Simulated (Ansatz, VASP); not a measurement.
**Two plane-wave programs on Ni**

```xyz
1
Lattice="1.0419 -1.9452 0.0000 1.0419 1.9452 0.0000 0.0000 0.0000 3.0377" Properties=species:S:1:pos:R:3 pbc="T T T"
Ni    0.0000    0.0000    0.0000
```

Alike in both runs: task relaxation of cell and atoms; functional PBE; k mesh 10 × 10 × 6; occupations gaussian, width 0.1 eV; collinear spin.

```csv
,VASP,Ansatz
version,VASP 6.6.1,Ansatz 0.2.0
potentials or method,"VASP PAW PBE potentials, release 64 (Ni)","scalar-relativistic, plane waves, PAW"
plane-wave cutoff (eV),600,420
valence electrons in the cell,10,18
```

Ansatz gave:

```
gap on the k mesh at the Fermi level, each at its own relaxed structure (eV) : none
net moment per atom (μB)                                                     : 0.28
size of the moment on the site where the two differ most (μB)                : 0.30
relaxed volume (Å³/atom)                                                     : 11.77
relaxed cell length with the largest relative difference (Å)                 : 2.408
energy change over the relaxation (meV/atom)                                 : -918
```

Q: Which values does VASP return?

A: gap on the k mesh at the Fermi level, each at its own relaxed structure (eV): none; net moment per atom (μB): 0.28; size of the moment on the site where the two differ most (μB): 0.29; relaxed volume (Å³/atom): 11.77; relaxed cell length with the largest relative difference (Å): 2.406; energy change over the relaxation (meV/atom): -916.

Site moments also hang on the region over which each program counts them. A gap of «none» marks a metal or a gap that the smearing closes. The two sets of potentials don't hold the same shells in valence.
